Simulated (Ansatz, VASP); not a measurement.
Two plane-wave programs on Ag

```
Ag
1.0
     5.76066    0.00000    0.00000
    -2.88033    4.98888    0.00000
     0.00000    0.00000   21.70356
Ag
12
Cartesian
  1.4402 0.8315 8.5000
  0.0000 3.3259 8.5000
  4.3205 0.8315 8.5000
  2.8803 3.3259 8.5000
  2.8803 1.6630 10.8715
  1.4402 4.1574 10.8715
  0.0000 1.6630 10.8715
  -1.4402 4.1574 10.8715
  -1.4402 2.4944 13.2442
  0.0000 0.0000 13.2442
  1.4402 2.4944 13.2442
  2.8803 0.0000 13.2442
```

Alike in both runs: functional PBE; dispersion D3(BJ); k mesh 6 × 6 × 1; occupations gaussian, width 0.1 eV; no spin polarisation.

Ansatz relaxed the structure, and its values are those at the end. VASP's run is a single point on that final structure, the one shown.

```csv
,VASP,Ansatz
version,VASP 6.6.1,Ansatz 0.2.0
potentials or method,"VASP PAW PBE potentials, release 64 (Ag)","scalar-relativistic, plane waves, PAW"
plane-wave cutoff (eV),520,420
valence electrons in the cell,132,228
```

|  | VASP | Ansatz | Ansatz less VASP |
| --- | --- | --- | --- |
| gap on the k mesh at the Fermi level (eV) | none | none | - |
| rms of the force components (eV/Å) | 0.007 | 0.005 | -0.0023 |
| work function, face that differs most (eV) | 4.56 | 4.57 | +0.004 |

A gap of «none» marks a metal or a gap that the smearing closes. With one functional, cell and mesh, what is left measures potentials, basis and numerics. The two sets of potentials don't hold the same shells in valence. Ansatz warned: «xc_potential_rough_in_thin_density».
